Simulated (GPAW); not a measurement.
This GPAW 26.7.0 run on TePb needs a look.

The input run.py:

```python
import numpy as np
from ase import Atoms
from ase.dft.bandgap import bandgap
from ase.io import write
from gpaw import GPAW, PW
from gpaw.response.df import DielectricFunction

atoms = Atoms(['Pb', 'Te'],
              cell=[[0.0, 3.231, 3.231],
                    [3.231, 0.0, 3.231],
                    [3.231, 3.231, 0.0]],
              scaled_positions=[[0.0, 0.0, 0.0],
                                [0.5, 0.5, 0.5]],
              pbc=True)

calc = GPAW(mode=PW(500),
            xc='PBE',
            kpts={'size': (4, 4, 4), 'gamma': True},
            occupations={'name': 'fermi-dirac', 'width': 0.001},
            setups={'Te': '16'},
            nbands=-9,
            convergence={'density': 1e-06},
            maxiter=60,
            txt='gpaw.txt')
atoms.calc = calc
energy = atoms.get_potential_energy()
calc.write('gs.gpw')
write('result.traj', atoms)
print(f'Energy: {energy:.6f} eV')
print('Fermi level:', round(calc.get_fermi_level(), 4), 'eV')
print(f'Gap: {bandgap(calc)[0]:.4f} eV, direct: {bandgap(calc, direct=True)[0]:.4f} eV')

dense = calc.fixed_density(kpts={'size': (5, 5, 5), 'gamma': True},
                           nbands=77, convergence={'bands': 71},
                           update_fermi_level=True, txt='dense.txt')
dense.write('dense.gpw', mode='all')

df = DielectricFunction('dense.gpw', frequencies={'type': 'nonlinear', 'domega0': 0.1, 'omega2': 10},
                        eta=0.2, ecut=40, nbands=71, txt='df.txt')
for i, q_c in enumerate([[0.2, 0.2, 0.0], [0.6, 0.6, 0.0]]):
    eels0, eels = df.get_eels_spectrum(xc='TDHF', q_c=q_c, filename=f'eels_{i}.csv')
    q = np.linalg.norm(2 * np.pi * np.array(q_c) @ atoms.cell.reciprocal())
    w = df.get_frequencies()
    print(f'|q| = {q:.4f} 1/A: loss peak at {w[eels[w < 45].argmax()]:.3f} eV (below 45 eV)')
```

Potentials or basis: GPAW PAW data sets (gpaw-data 1.2.1), other valence, pw.

Run with:

```sh
$ OMP_NUM_THREADS=1 python run.py
```

gpaw.txt:

```text
__  _  _
 | _ |_)|_||  |
 |__||  | ||/\| - 26.7.0

Input parameters:
  mode=PW(ecut=500.0),
  convergence={'density': 1e-06},
  kpts=MonkhorstPack(size=(4, 4, 4), gamma=True),
  maxiter=60,
  nbands=-9,
[... 248 lines left out ...]
|         17 |         9.758 |     0.000 |
|         18 |        11.287 |     0.000 |
|         19 |        11.287 |     0.000 |
|         20 |        11.287 |     0.000 |
|         21 |        13.140 |     0.000 |
|         22 |        13.396 |     0.000 |
|         23 |        13.404 |     0.000 |

Gap: 0.652 eV
Transition (v -> c):
  (s=0, k=7, n=14, [0.50, 0.50, 0.50]) -> (s=0, k=7, n=15, [0.50, 0.50, 0.50])
No difference between direct/indirect transitions
# Writing to gs.gpw (mode='')
```

On the terminal:

```text
Energy: -7.674342 eV
Fermi level: 6.2283 eV
Gap: 0.6521 eV, direct: 0.6521 eV
Traceback (most recent call last):
  File "run.py", line 41, in <module>
  File "response/df.py", line 777, in get_eels_spectrum
  File "response/df.py", line 654, in get_inverse_dielectric_function
  File "response/df.py", line 616, in get_chi0_dyson_eqs
  File "response/density_kernels.py", line 35, in from_functional
ValueError: Invalid functional for the density-density xc kernel:TDHF
```

Question: How did it end, and where is the flaw?

Answer: The program refused the input. The input holds a flaw that was put in on purpose: kernel name that the code doesn't know.
